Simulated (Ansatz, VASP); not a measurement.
# SnTe2 in two plane-wave programs

Aim: how closely do two programs agree when they are given the same cell, functional and k mesh? The cell is generated by rule, not measured, and may not be a known phase. The cell is taken from a series of runs on this material, whose earlier steps may have relaxed, scaled, displaced or heated it; both programs get it as it stands.

Main program and level: Ansatz 0.2.0; plane waves, with VASP 6.6.1 beside it; single point at PBE.

The structure was built from a prototype and need not be the compound's stable phase.

### 1. Set-up

Symmetry: Cmcm, No. 63, orthorhombic system. Conventional cell: a = 9.981 Å, b = 9.981 Å, c = 8.848 Å, α = 90.00°, β = 90.00°, γ = 90.00°. Sn has 6 Te at 2.93 to 3.05 Å nearest. Nearest to Sn lie 6 Te at 2.98 to 3.02 Å. Te has 3 Sn at 2.98 to 3.05 Å nearest. Nearest to Te lie 3 Sn at 2.93 to 3.02 Å. Farther neighbours and most contacts between anions are not listed.

### 2. VASP: single point, PBE, pair 1

A single point gives forces, pressure and levels at one fixed geometry, so differences don't come from the geometry; what else differs is listed under the comparison.

Lines of VASP's logs that name or quote its potential files are left out, and so is its time.

The input, INCAR:

```
SYSTEM = SnTe2
PREC = Accurate
ENCUT = 500
EDIFF = 1E-06
NELM = 120
ISMEAR = 1
SIGMA = 0.2
LREAL = .FALSE.
ALGO = Normal
GGA = PE
NBANDS = 64
LORBIT = 11
LWAVE = .FALSE.
LCHARG = .FALSE.
ISIF = 2
LASPH = .TRUE.
GGA_COMPAT = .FALSE.
KPAR = 2
```

The input, POSCAR:

```
SnTe2
1.0
    7.0577214653      0.0000000000      0.0000000000
    0.0000000000      7.0577214653      0.0000000000
    0.0000000000      0.0000000000      8.8481204969
Sn Te
4 8
Direct
    0.0143114981      0.9856885019      0.0000000000
    0.9856885019      0.0143114981      0.5000000000
    0.5000000000      0.5000000000      0.2500000000
    0.5000000000      0.5000000000      0.7500000000
    0.2700087967      0.3341298224      0.0000000000
    0.3341298224      0.2700087967      0.5000000000
    0.6658701776      0.7299912033      0.0000000000
    0.7299912033      0.6658701776      0.5000000000
    0.8020693096      0.1979306904      0.2411466418
    0.8020693096      0.1979306904      0.7588533582
    0.1979306904      0.8020693096      0.2588533582
    0.1979306904      0.8020693096      0.7411466418
```

The input, KPOINTS:

```
Automatic mesh
0
Gamma
6 6 4
0 0 0
```

PAW data sets: Sn_d and Te (PBE family, release 64).

Launch:

```console
mpirun -np 2 vasp_std
```

Numbers of over 12 decimals in the logs are rounded to 6 here.

The program printed:

```text
[banner, memory and clock lines left out]
running    2 mpi-ranks, on    1 nodes
 distrk:  each k-point on    1 cores,    2 groups
 distr:  one band on    1 cores,    1 groups

 POSCAR found type information on POSCAR SnTe
 POSCAR found :  2 types and      12 ions
 LDA part: xc-table for (Slater+PW92), standard interpolation
 POSCAR, INCAR and KPOINTS ok, starting setup
 FFT: planning ... GRIDC
 FFT: planning ... GRID_SOFT
 FFT: planning ... GRID
 WAVECAR not read
 entering main loop
       N       E                     dE             d eps       ncg     rms          rms(c)
DAV:   1     0.951213483919E+03    0.95121E+03   -0.42106E+04  4992   0.163E+03
DAV:   2     0.114158251480E+03   -0.83706E+03   -0.81338E+03  5224   0.405E+02
DAV:   3    -0.298271140604E+02   -0.14399E+03   -0.13973E+03  5808   0.171E+02
DAV:   4    -0.397555683447E+02   -0.99285E+01   -0.97406E+01  5792   0.453E+01
DAV:   5    -0.401714008660E+02   -0.41583E+00   -0.41439E+00  7056   0.950E+00    0.110E+01
DAV:   6    -0.397500929331E+02    0.42131E+00   -0.96702E-01  6280   0.554E+00    0.780E+00
DAV:   7    -0.397530098576E+02   -0.29169E-02   -0.43216E-01  6256   0.241E+00    0.959E-01
DAV:   8    -0.397395602939E+02    0.13450E-01   -0.78195E-02  6144   0.151E+00    0.621E-01
DAV:   9    -0.397410043929E+02   -0.14441E-02   -0.65213E-03  6200   0.337E-01    0.842E-02
DAV:  10    -0.397410483549E+02   -0.43962E-04   -0.63344E-04  6520   0.132E-01    0.517E-02
DAV:  11    -0.397411057107E+02   -0.57356E-04   -0.10313E-04  6096   0.365E-02    0.248E-02
DAV:  12    -0.397411248848E+02   -0.19174E-04   -0.36428E-05  5528   0.261E-02    0.145E-02
DAV:  13    -0.397411250872E+02   -0.20237E-06   -0.22345E-06  4200   0.729E-03
   1 F= -.39741125E+02 E0= -.39745358E+02  d E =0.126983E-01
```

OUTCAR, selected parts (step 2):

```text
ion  position               nearest neighbor table
   1  0.014  0.986  0.000-  11 2.93  12 2.93   9 3.01  10 3.01   5 3.05   7 3.05
   2  0.986  0.014  0.500-   9 2.93  10 2.93  11 3.01  12 3.01   6 3.05   8 3.05
   3  0.500  0.500  0.250-   5 2.98   6 2.98   7 2.98   8 2.98   9 3.02  11 3.02
   4  0.500  0.500  0.750-   5 2.98   6 2.98   7 2.98   8 2.98  10 3.02  12 3.02
   5  0.270  0.334  0.000-   3 2.98   4 2.98   1 3.05
   6  0.334  0.270  0.500-   3 2.98   4 2.98   2 3.05
   7  0.666  0.730  0.000-   3 2.98   4 2.98   1 3.05
   8  0.730  0.666  0.500-   3 2.98   4 2.98   2 3.05
   9  0.802  0.198  0.241-   2 2.93   1 3.01   3 3.02
  10  0.802  0.198  0.759-   2 2.93   1 3.01   4 3.02
  11  0.198  0.802  0.259-   1 2.93   2 3.01   3 3.02
  12  0.198  0.802  0.741-   1 2.93   2 3.01   4 3.02

  LATTYP: Found a simple tetragonal cell.
 ALAT       =     7.0577214653
 C/A-ratio  =     1.2536794687

 Subroutine GETGRP returns: Found  8 space group operations
 (whereof  4 operations were pure point group operations)

The static configuration has the point symmetry C_2v.
 The point group associated with its full space group is D_2h.

 Found     39 irreducible k-points:

   k-points           NKPTS =     39   k-points in BZ     NKDIM =     39   number of bands    NBANDS=     64

   dimension x,y,z NGX =    54 NGY =   54 NGZ =   70
   dimension x,y,z NGXF=   108 NGYF=  108 NGZF=  140

   ENCUT  =  500.0 eV  36.75 Ry    6.06 a.u.  12.87 12.87 16.13*2*pi/ulx,y,z

   NELECT =     104.0000    total number of electrons

 k-points in reciprocal lattice and weights: Automatic mesh
   0.00000000  0.00000000  0.00000000       0.007
   0.16666667  0.00000000  0.00000000       0.028
   0.33333333  0.00000000  0.00000000       0.028
   0.50000000  0.00000000  0.00000000       0.014
   0.16666667  0.16666667  0.00000000       0.014
  -0.16666667  0.16666667  0.00000000       0.014
   0.33333333  0.16666667  0.00000000       0.028
  -0.16666667  0.33333333  0.00000000       0.028
   0.50000000  0.16666667  0.00000000       0.028
[...]
0.50000000  0.33333333  0.50000000       0.028
   0.50000000  0.50000000  0.50000000       0.007

 average (electrostatic) potential at core
       1-102.8250       2-102.8250       3-102.8534       4-102.8534       5 -89.6623
       6 -89.6623       7 -89.6623       8 -89.6623       9 -89.6131      10 -89.6131
      11 -89.6131      12 -89.6131

 E-fermi :   4.4325

 k-point     1 :       0.0000    0.0000    0.0000
  band No.  band energies     occupation
    ...
     48       3.4729      2.00000
     49       3.7160      2.00000
     50       3.9031      2.00117
     51       3.9873      2.00720
     52       4.4426      0.91457
     53       4.6302     -0.04775
     54       4.9890     -0.00060
     55       5.0173     -0.00028
     56       5.0448     -0.00013
     57       6.3323     -0.00000
    ...

 k-point     2 :       0.1667    0.0000    0.0000
  band No.  band energies     occupation
    ...
     48       3.3654      2.00000
     49       3.7839      2.00005
     50       3.9665      2.00479
     51       4.0078      2.01050
     52       4.4129      1.16563
     53       4.7971     -0.02714
     54       4.8385     -0.01449
     55       5.0021     -0.00043
     56       5.1075     -0.00002
     57       6.4010     -0.00000
    ...

 k-point     3 :       0.3333    0.0000    0.0000
  band No.  band energies     occupation
    ...
     48       3.6289      2.00000
     49       3.8789      2.00064
     50       3.9353      2.00246
     51       3.9957      2.00843
     52       4.3399      1.69824
     53       4.6112     -0.02039
     54       4.8495     -0.01205
     55       5.1695     -0.00000
     56       5.2352     -0.00000
     57       6.5928     -0.00000
    ...

  Total       -0.7919950     -0.7919950     -1.0411358     -1.4287805      0.0000000      0.0000000
  in kB       -2.8790748     -2.8790748     -3.7847560     -5.1939293      0.0000000      0.0000000
  external PRESSURE =      -3.1809685 kB  Pullay stress =       0.0000000 kB

  energy-cutoff  :      500.00
  volume of cell :      440.74
      direct lattice vectors                 reciprocal lattice vectors
     7.057721465  0.000000000  0.000000000     0.141688788  0.000000000  0.000000000
     0.000000000  7.057721465  0.000000000     0.000000000  0.141688788  0.000000000
     0.000000000  0.000000000  8.848120497     0.000000000  0.000000000  0.113018352

 POSITION                                       TOTAL-FORCE (eV/Angst)
 -----------------------------------------------------------------------------------
      0.10101      6.95671      0.00000         0.066200     -0.066200     -0.000000
      6.95671      0.10101      4.42406        -0.066200      0.066200     -0.000000
      3.52886      3.52886      2.21203         0.000000      0.000000     -0.000000
      3.52886      3.52886      6.63609         0.000000      0.000000     -0.000000
      1.90565      2.35820      0.00000        -0.216802      0.119312     -0.000000
      2.35820      1.90565      4.42406         0.119312     -0.216802     -0.000000
      4.69953      5.15207      0.00000        -0.119312      0.216802     -0.000000
      5.15207      4.69953      4.42406         0.216802     -0.119312     -0.000000
      5.66078      1.39694      2.13369         0.000539     -0.000539     -0.107034
      5.66078      1.39694      6.71443         0.000539     -0.000539      0.107034
      1.39694      5.66078      2.29037        -0.000539      0.000539      0.107034
      1.39694      5.66078      6.55775        -0.000539      0.000539     -0.107034
 -----------------------------------------------------------------------------------
    total drift:                                0.000000      0.000000      0.000000

  FREE ENERGIE OF THE ION-ELECTRON SYSTEM (eV)
  ---------------------------------------------------
  free  energy   TOTEN  =       -39.7411250872 eV

  energy  without entropy=      -39.7538234367  energy(sigma->0) =      -39.74535787

 total charge
# of ion       s       p       d       tot
------------------------------------------
    1        1.188   0.900  10.023  12.111
    2        1.188   0.900  10.023  12.111
    3        1.175   0.912  10.023  12.109
    4        1.175   0.912  10.023  12.109
    5        1.399   1.909   0.021   3.330
    6        1.399   1.909   0.021   3.330
    7        1.399   1.909   0.021   3.330
    8        1.399   1.909   0.021   3.330
    9        1.395   1.927   0.021   3.342
   10        1.395   1.927   0.021   3.342
   11        1.395   1.927   0.021   3.342
   12        1.395   1.927   0.021   3.342
--------------------------------------------------
tot         15.902  18.968  40.259  75.129

[... 3 further parts left out ...]
```

The run ends at a pressure of -0.32 GPa, with forces up to 0.25 eV/Å.

### 3. Ansatz: single point, PBE, pair 1

Ansatz runs on its default PAW (the set named soft_2) files.

The same cell, functional, mesh and smearing now go to Ansatz, which takes its cutoff from its data sets.

The input, input.yaml:

```yaml
crystal:
  lattice:
    - [7.0577214653, 0.0, 0.0]
    - [0.0, 7.0577214653, 0.0]
    - [0.0, 0.0, 8.8481204969]
  atoms:
    - { symbol: Sn, position: [0.0143114981, -0.0143114981, 0.0] }
    - { symbol: Sn, position: [-0.0143114981, 0.0143114981, 0.5] }
    - { symbol: Sn, position: [0.5, 0.5, 0.25] }
    - { symbol: Sn, position: [0.5, 0.5, 0.75] }
    - { symbol: Te, position: [0.2700087967, 0.3341298224, 0.0] }
    - { symbol: Te, position: [0.3341298224, 0.2700087967, 0.5] }
    - { symbol: Te, position: [0.6658701776, 0.7299912033, 0.0] }
    - { symbol: Te, position: [0.7299912033, 0.6658701776, 0.5] }
    - { symbol: Te, position: [0.8020693096, 0.1979306904, 0.2411466418] }
    - { symbol: Te, position: [0.8020693096, 0.1979306904, 0.7588533582] }
    - { symbol: Te, position: [0.1979306904, 0.8020693096, 0.2588533582] }
    - { symbol: Te, position: [0.1979306904, 0.8020693096, 0.7411466418] }
kpoints:
  mp_grid: { grid: [6, 6, 4] }
hamiltonian:
  xc: pbe
scf:
  occupations: { method: methfessel_paxton, width: 0.2 }
output:
  forces: true
  stress: true
  eigenvalues: true
```

Launch:

```console
ansatz run input.yaml --threads 4 --pin off --max-ram 14336MiB --backend cpu --events-out ev --progress --plain --runs-dir out
```

The program printed:

```text
Engine: ansatz 0.2.0, aarch64-unknown-linux-gnu
Pseudopotentials: kind: paw
Pseudopotential: Sn, paw, valence charge 14, recommended cutoff 420 eV (normal), Sn.paw.azcp
Pseudopotential: Te, paw, valence charge 16, recommended cutoff 420 eV (normal), Te.paw.azcp
Functional definition: PBE
  parameter kappa = 0.804
  parameter beta = 0.066725
  exchange = pbe_x(kappa = kappa, mu = beta*pi^2/3)
  correlation = pbe_c(beta = beta)
Crystal: 12 atoms, lattice volume = 440.738 Å³
Basis set: ecut = 420 eV, 8609 PW (Γ), exchange–correlation on 96×96×120 points (8 copies of the dense FFT grid, shifted against one another)
Bands: 111, of which v1, the nominal top of the filled ones, is band 92 counted from 1 (91 counted from 0)
Symmetry: 8 space group operations
Space group: Cmcm (ITA 63), of the structure as read, at distance tolerance 7.6e-5 Å
k-points: 39 of 144
Non-local potential: Sn, projectors of the file, l = 0: 2, l = 1: 2, l = 2: 2, l = 3: 2
Non-local potential: Te, projectors of the file, l = 0: 2, l = 1: 2, l = 2: 2, l = 3: 2
PAW form: soft (Blöchl's): semilocal exchange-correlation on the pseudo side does not see the compensation charge
PAW one-centre angular grid: Sn, 590 points (default); XC on 64 Gauss nodes
PAW one-centre angular grid: Te, 590 points (default); XC on 64 Gauss nodes
Initial density: superposition of atomic densities (neutral atoms: chi_scale 0, normalization atom), corrected by the library's trained network
Initial wavefunctions: pseudopotential atomic-orbital guess
Functional: x = pbe(κ = 0.804, μ = 0.219515), c = pbe(β = 0.066725)
SCF iter   1: F=—  HF=-79935.728798 eV  |F-HF|=—  |Δ(HF+E_count)|=         —  Δρ=2.05e-3  dr2=2.72e-2  ethr=1.77e-3  ⟨swp⟩=7.3  Hψ=17201  notcnv=0
preconditioner: auto → LDOS  [metal: Δε(μ)=0.009 eV  Ē_g=8.086 eV  σ=0.200 eV  W_gap=0.04  n_scr=98 (ndim 8)  ℏωp=14.2 eV  f_vac=0.081  D(μ)=7.27/eV (n_scr^D=36)  β→1.0]
SCF iter   2: F=—  HF=-79935.723928 eV  |F-HF|=—  |Δ(HF+E_count)|=   4.87e-3  S|Δr|=    0.00e0  Δρ=9.01e-4  dr2=4.09e-3  ethr=1.48e-5  ⟨swp⟩=2.1  Hψ=8589  notcnv=0
SCF iter   3: F=—  HF=-79935.722654 eV  |F-HF|=—  |Δ(HF+E_count)|=   1.27e-3  S|Δr|=    0.00e0  Δρ=3.79e-4  dr2=9.17e-4  ethr=2.22e-6  ⟨swp⟩=2.0  Hψ=7557  notcnv=0
SCF iter   4: F=—  HF=-79935.722408 eV  |F-HF|=—  |Δ(HF+E_count)|=   2.46e-4  S|Δr|=    0.00e0  Δρ=1.05e-4  dr2=7.23e-5  ethr=4.98e-7  ⟨swp⟩=2.0  Hψ=7549  notcnv=0
SCF iter   5: F=—  HF=-79935.722445 eV  |F-HF|=—  |Δ(HF+E_count)|=   3.65e-5  S|Δr|=    0.00e0  Δρ=3.26e-5  dr2=1.02e-5  ethr=3.93e-8  ⟨swp⟩=2.0  Hψ=7241  notcnv=0
SCF iter   6: F=—  HF=-79935.722443 eV  |F-HF|=—  |Δ(HF+E_count)|=   1.57e-6  S|Δr|=    0.00e0  Δρ=1.01e-5  dr2=7.10e-7  ethr=5.54e-9  ⟨swp⟩=2.0  Hψ=7257  notcnv=0
SCF iter   7: F=-79935.722443 eV  HF=-79935.722443 eV  |F-HF|=2.76e-10  |Δ(HF+E_count)|=   1.15e-7  S|Δr|=    0.00e0  Δρ=2.77e-6  dr2=4.02e-8  ethr=5.43e-11  ⟨swp⟩=11.7  Hψ=21800  notcnv=0
SCF 1 converged in 7 iterations: F = -79935.722443 eV  dr2 = 4.02e-8
  greatest PAW one-centre occupation: 0.998 electrons in one spin orbital (limit 2), on the Te atom at site 10 (counted from 0), in its partial waves of l = 2
SCF converged after 7 iterations
Stability not checked: this state was not tested for a lower state beside it, because cold or Methfessel-Paxton smearing, or corrected tetrahedra, fill the levels in a way that the test cannot read (fill_not_monotonic; see scf.lower_state_search)
Free energy (F): -79935.722443 eV
Harris-Foulkes:  -79935.722443 eV  (|F-HF|=2.76e-10)
Internal energy: -79935.735214 eV  (E = F + TS)
E sigma→0 (E₀):  -79935.725636 eV
Entropy (-TS):   0.012771 eV (1.064 meV/atom)
Fermi energy:    6.847243 eV
--- Per-component energies (eV) ---
  E_band       = -2814.971814
  E_kinetic    = 2181.708039
  E_local      = -16179.869697  (includes V_loc(G=0)·N_el)
  E_nonlocal   = -2609.287966
  E_hartree    = 9734.728720
  E_xc         = -2515.844918
  E_vxc        = -1205.874255  (∫ρ·V_xc dr)
  E_paw        = -53850.479684  (= ΣΔE_a)
  E_vpaw       = -4471.101505  (= ΣTr[D̂ρ^β])
  E_aug_tail   = -0.001479  (compensation charges beyond the density's cutoff)
  E_ewald      = -16696.688230
  E_smearing   = 0.012771  (= −TS)
  E_closure    = 0.000000  (closes the sum)
  Σ components = -79935.722443   (vs F -79935.722443, Δ=0.00e0)
--- Forces (eV/Å), atoms counted from 1 ---
  atom   1  Sn     0.06952963    -0.06952963     0.00000000
  atom   2  Sn    -0.06952963     0.06952963     0.00000000
  atom   3  Sn     0.00000000     0.00000000     0.00000000
  atom   4  Sn     0.00000000     0.00000000     0.00000000
  atom   5  Te    -0.21690194     0.12253332     0.00000000
  atom   6  Te     0.12253332    -0.21690194     0.00000000
  atom   7  Te    -0.12253332     0.21690194     0.00000000
  atom   8  Te     0.21690194    -0.12253332     0.00000000
  atom   9  Te     0.00234405    -0.00234405    -0.10615087
  atom  10  Te     0.00234405    -0.00234405     0.10615087
  atom  11  Te    -0.00234405     0.00234405     0.10615087
  atom  12  Te    -0.00234405     0.00234405    -0.10615087
  max |Σ_I F_I| component: 5.55e-17 eV/Å
--- Stress (GPa, compression-positive) ---
       -0.268036      -0.523738       0.000000
       -0.523738      -0.268036       0.000000
        0.000000       0.000000      -0.373234
  P = ⅓ Tr σ = -0.3031 GPa (-3.031 kbar)
--- Band table (eV; the first three rows and the last of 39) ---
  k-point 0: bands = [... 88 lower, 6.1287, 6.3161, 6.4020, 6.8577, 7.0446, 7.4042, 7.4329, 7.4607, ... 15 higher]
  k-point 1: bands = [... 88 lower, 6.2019, 6.3103, 6.7152, 6.8592, 7.1422, 7.2439, 7.7779, 7.9133, ... 15 higher]
  k-point 2: bands = [... 88 lower, 6.5497, 6.5497, 6.8011, 6.8011, 7.1132, 7.1132, 8.2427, 8.2427, ... 15 higher]
  k-point 38: bands = [... 88 lower, 6.4452, 6.4452, 6.7127, 6.7127, 7.3162, 7.3162, 7.4697, 7.4697, ... 15 higher]
```

The column dr2 measures how far the density is from self-consistency, as an energy; F and HF (Harris–Foulkes) agree once it is small.

The run ends at a pressure of -0.30 GPa, with forces up to 0.25 eV/Å.

### 4. Comparison

Known differences besides the potentials themselves: the data sets hold 184 valence electrons in Ansatz (on its default PAW (the set named soft_2) files) and 104 in VASP; the cutoff is 420 eV in Ansatz and 500 eV in VASP. Total energies have different zeros and are not compared.

Both answers:

```
      quantity  Ansatz   VASP  difference
pressure (GPa)   -0.30  -0.32       +0.02
```

Forces on 9 of the 12 atoms, those with the largest forces and the largest differences (eV/Å; atoms numbered as in POSCAR):

```
atom         Ansatz x, y, z           VASP x, y, z
 Sn1   0.070, -0.070, 0.000   0.066, -0.066, 0.000
 Sn2   -0.070, 0.070, 0.000   -0.066, 0.066, 0.000
 Te5   -0.217, 0.123, 0.000   -0.217, 0.119, 0.000
 Te6   0.123, -0.217, 0.000   0.119, -0.217, 0.000
 Te7   -0.123, 0.217, 0.000   -0.119, 0.217, 0.000
 Te8   0.217, -0.123, 0.000   0.217, -0.119, 0.000
Te10   0.002, -0.002, 0.106   0.001, -0.001, 0.107
Te11   -0.002, 0.002, 0.106   -0.001, 0.001, 0.107
Te12  -0.002, 0.002, -0.106  -0.001, 0.001, -0.107
```

The forces differ by 1.8 meV/Å r.m.s., which is 1.9 % of the r.m.s. force of 0.093 eV/Å (both taken over all components).

(Part 1 of 2 ends here.)

[Lines on the potential files, build, host, timing and source positions are cut from VASP's logs without a mark.]

[Logs are printed without paths, hosts, clocks, repeated set-up lines and the standing remarks that a program may print on its own settings, such as how far it seeks lower states.]

[Hosts, paths, dates, database ids (printed as entryN), source tags and the programs' standing remarks are cut or masked in the printed files.]
